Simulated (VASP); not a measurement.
# CdSe in VASP 6.6.1, single-point calculation

INCAR

```
LREAL = .TRUE.
NSW = 0
GGA = PE
LASPH = .TRUE.
EDIFF = 1E-7
NELM = 77
LWAVE = .FALSE.
SIGMA = 0.02
LCHARG = .FALSE.
PREC = Accurate
NBANDS = 16
ISIF = 2
ENCUT = 520
ISMEAR = -1
IBRION = -1
```

KPOINTS

```
KPOINTS created by Atomic Simulation Environment
0
Gamma
8 8 8
0 0 0
```

POSCAR

```
Cd Se
 1.0000000000000000
     0.0000000000000000    3.0064253460999999    3.0064253460999999
     3.0064253460999999    0.0000000000000000    3.0064253460999999
     3.0064253460999999    3.0064253460999999    0.0000000000000000
 Cd  Se
   1   1
Cartesian
  0.0000000000000000  0.0000000000000000  0.0000000000000000
  1.5032126730499997  1.5032126730499997  1.5032126730499997
```

The recommended PBE PAW datasets give the neutral cell 18 valence electrons.

Command

```
mpirun -np 1 vasp_std
```

OSZICAR

```
N       E                     dE             d eps       ncg     rms          rms(c)
DAV:   1     0.107150560114E+03    0.10715E+03   -0.88487E+03   944   0.102E+03
DAV:   2    -0.184009684789E+01   -0.10899E+03   -0.10345E+03  1128   0.249E+02
DAV:   3    -0.577833924390E+01   -0.39382E+01   -0.39320E+01  1080   0.490E+01
DAV:   4    -0.579474528258E+01   -0.16406E-01   -0.16406E-01  1184   0.316E+00
DAV:   5    -0.579484563584E+01   -0.10035E-03   -0.10035E-03  1136   0.214E-01    0.671E+00
DAV:   6    -0.544561702210E+01    0.34923E+00   -0.52657E-01  1336   0.907E+00    0.522E+00
DAV:   7    -0.542285870938E+01    0.22758E-01   -0.15447E-01  1120   0.263E+00    0.219E+00
DAV:   8    -0.542375841931E+01   -0.89971E-03   -0.15065E-02  1088   0.152E+00    0.260E-01
DAV:   9    -0.542389459892E+01   -0.13618E-03   -0.15306E-03  1136   0.529E-01    0.477E-02
DAV:  10    -0.542396043002E+01   -0.65831E-04   -0.16736E-04  1200   0.165E-01    0.414E-02
DAV:  11    -0.542400535982E+01   -0.44930E-04   -0.74020E-05  1144   0.549E-02    0.141E-02
DAV:  12    -0.542400531426E+01    0.45561E-07   -0.24375E-06  1120   0.210E-02    0.484E-03
DAV:  13    -0.542400571653E+01   -0.40227E-06   -0.13783E-06  1160   0.826E-03    0.212E-03
DAV:  14    -0.542400573218E+01   -0.15654E-07   -0.27730E-08   848   0.118E-03
   1 F= -.54240057E+01 E0= -.54240057E+01  d E =-.199139E-09
```

From OUTCAR

```
k-points           NKPTS =     29   k-points in BZ     NKDIM =     29   number of bands    NBANDS=     16

   NELECT =      18.0000    total number of electrons

   dimension x,y,z NGX =    32 NGY =   32 NGZ =   32
   dimension x,y,z NGXF=    64 NGYF=   64 NGZF=   64

  energy-cutoff  :      520.00
  volume of cell :       54.35
      direct lattice vectors                 reciprocal lattice vectors
     0.000000000  3.006425346  3.006425346    -0.166310466  0.166310466  0.166310466
     3.006425346  0.000000000  3.006425346     0.166310466 -0.166310466  0.166310466
     3.006425346  3.006425346  0.000000000     0.166310466  0.166310466 -0.166310466

 k-points in reciprocal lattice and weights: KPOINTS created by Atomic Simulation Env
   0.00000000  0.00000000  0.00000000       0.002
   0.12500000  0.00000000  0.00000000       0.016
   0.25000000  0.00000000  0.00000000       0.016
   0.37500000  0.00000000  0.00000000       0.016
   0.50000000  0.00000000  0.00000000       0.008
   0.12500000  0.12500000  0.00000000       0.012
   0.25000000  0.12500000  0.00000000       0.047
   0.37500000  0.12500000  0.00000000       0.047
   ...

 E-fermi :   1.5768

 k-point     1 :       0.0000    0.0000    0.0000
  band No.  band energies     occupation
      1     -11.5719      2.00000
      2      -6.8366      2.00000
      3      -6.8366      2.00000
      4      -6.8366      2.00000
      5      -6.4233      2.00000
      6      -6.4233      2.00000
      7       1.2231      2.00000
      8       1.2231      2.00000
      9       1.2231      2.00000
     10       1.9039      0.00000
     11       7.1557      0.00000
     12       7.1557      0.00000
     13       7.1557      0.00000
     14      11.1497      0.00000
     15      12.4019      0.00000
     16      12.4019      0.00000

 k-point     2 :       0.1250    0.0000    0.0000
  band No.  band energies     occupation
      1     -11.5137      2.00000
      2      -6.8177      2.00000
      3      -6.8177      2.00000
      4      -6.7870      2.00000
      5      -6.4244      2.00000
      6      -6.4244      2.00000
      7      -0.0116      2.00000
      8       1.0885      2.00000
      9       1.0885      2.00000
     10       2.9034      0.00000
     11       6.9619      0.00000
     12       7.3687      0.00000
     13       7.3687      0.00000
     14      11.6005      0.00000
     15      11.6005      0.00000
     16      11.8530      0.00000

 k-point     3 :       0.2500    0.0000    0.0000
  band No.  band energies     occupation
      1     -11.3716      2.00000
      2      -6.7764      2.00000
      3      -6.7764      2.00000
      4      -6.6142      2.00000
      5      -6.4212      2.00000
      6      -6.4212      2.00000
      7      -1.5352      2.00000
      8       0.7926      2.00000
      9       0.7926      2.00000
     10       3.5880      0.00000
     11       7.2480      0.00000
     12       7.6951      0.00000
     13       7.6951      0.00000
     14      11.3539      0.00000
     15      11.3539      0.00000
     16      11.4151      0.00000

 ...

  Total        2.0708848      2.0708848      2.0708848      0.0000000      0.0000000     -0.0000000
  in kB       61.0499432     61.0499432     61.0499432      0.0000000      0.0000000     -0.0000000
  external PRESSURE =      61.0499432 kB  Pullay stress =       0.0000000 kB

 POSITION                                       TOTAL-FORCE (eV/Angst)
 -----------------------------------------------------------------------------------
      0.00000      0.00000      0.00000         0.000000      0.000000      0.000000
      1.50321      1.50321      1.50321        -0.000000     -0.000000     -0.000000
 -----------------------------------------------------------------------------------
    total drift:                               -0.000000     -0.000000     -0.000000

  FREE ENERGIE OF THE ION-ELECTRON SYSTEM (eV)
  ---------------------------------------------------
  free  energy   TOTEN  =        -5.4240057322 eV

  energy  without entropy=       -5.4240057320  energy(sigma->0) =       -5.42400573
```

It converged. Results: gap between bands v and c on the k mesh 0.68 eV; least direct gap on the k mesh 0.68 eV; pressure 6.1 GPa. Band v is the last that the valence electrons fill when counted band by band, and c is the next.

These settings aren't sound, so the numbers aren't properties of the crystal.

On sound settings PBE gives a gap of 0.68 eV on its mesh and a pressure of 5.3 GPa for the intended cell.

The run took about 26 s on one core of a shared host (Intel Xeon Platinum 8488C) and held 0.17 GiB at most.
